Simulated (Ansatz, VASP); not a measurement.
# TaN in VASP and in Ansatz

Contents of INCAR:

```
SYSTEM = TaN
PREC     = Accurate       ! precision mode
ENCUT    = 520            ! plane-wave cutoff, eV
EDIFF    = 1E-6           ! SCF threshold, eV
ISMEAR   = -1             ! smearing method
SIGMA    = 0.01           ! smearing width, eV
LREAL    = .False.        ! projectors in reciprocal space
LASPH    = .True.         ! aspherical terms in the spheres
NELM     = 80             ! most SCF steps
ALGO     = Normal         ! electronic algorithm
ISIF     = 2              ! what is computed and relaxed
LWAVE    = .False.        ! write WAVECAR
LCHARG   = .False.        ! write CHGCAR
GGA      = PE             ! functional
NBANDS   = 33             ! bands
```

File KPOINTS:

```
Automatic mesh
0
Gamma
  6 6 9
  0 0 0
```

The input POSCAR:

```
TaN
1.0
    5.0920808496      0.0000000000      0.0000000000
   -2.5460404247      4.4098713738      0.0000000000
    0.0000000000      0.0000000000      2.9110000000
Ta N
3 3
Direct
    0.3333333333      0.6666666667      0.5000000000
    0.6666666667      0.3333333333      0.5000000000
    0.0000000000      0.0000000000      0.0000000000
    0.3928500000      0.0000000000      0.0000000000
    0.6071500000      0.6071500000      0.0000000000
    0.0000000000      0.3928500000      0.0000000000
```

Input for Ansatz:

```yaml
crystal:
  lattice:
    - [5.0920808496, 0.0, 0.0]
    - [-2.5460404247, 4.4098713738, 0.0]
    - [0.0, 0.0, 2.911]
  atoms:
    - { symbol: Ta, position: [0.3333333333, 0.6666666667, 0.5] }
    - { symbol: Ta, position: [0.6666666667, 0.3333333333, 0.5] }
    - { symbol: Ta, position: [0.0, 0.0, 0.0] }
    - { symbol: "N", position: [0.39285, 0.0, 0.0] }
    - { symbol: "N", position: [0.60715, 0.60715, 0.0] }
    - { symbol: "N", position: [0.0, 0.39285, 0.0] }
kpoints:
  mp_grid: { grid: [6, 6, 9] }
  band_path:
    path:
      - [0.0, 0.0, 0.0]
      - [0.5, 0.0, 0.0]
      - [0.3333333333, 0.3333333333, 0.0]
      - [0.0, 0.0, 0.0]
      - [0.0, 0.0, 0.5]
      - [0.5, 0.0, 0.5]
      - [0.3333333333, 0.3333333333, 0.5]
      - [0.0, 0.0, 0.5]
      - [0.5, 0.0, 0.5]
    npoints: 5
scf:
  occupations: { method: fermi_dirac, width: 0.01 }
hamiltonian:
  xc: pbe
  pseudopotentials: { kind: all_electron, lapw: { basis_error: 0.001 } }
output:
  forces: true
  stress: true
  eigenvalues: true
```

Change from the starting cell: equal xx and yy strain of -2 %.

Alike in both runs: task single point; functional PBE; k mesh 6 × 6 × 9; occupations fermi-dirac, width 0.01 eV; no spin polarisation.

|  | VASP | Ansatz |
| --- | --- | --- |
| version | VASP 6.6.1 | Ansatz 0.2.0 |
| potentials or method | VASP PAW PBE potentials, release 64 (Ta_pv, N) | all-electron LAPW, scalar-relativistic |
| plane-wave cutoff (eV) | 520 | see its input |

|  | VASP | Ansatz | Ansatz less VASP |
| --- | --- | --- | --- |
| pressure (GPa) | 20.4 | 19.4 | -1.01 |
| largest component of the traceless stress (GPa) | 6.83 | 6.62 | -0.210 |
| rms of the force components (eV/Å) | 0.161 | 0.146 | -0.0149 |

Atom by atom the forces differ by 0.015 eV/Å (rms over components). Ansatz ran all-electron here, so the differences hold the error of VASP's frozen core and of both bases.

Caveats: so large a pressure means that the cell lies far from this level's equilibrium, or that cutoff or potentials fall short (VASP). The runs have no spin-orbit coupling, so splittings on Ta are missing.
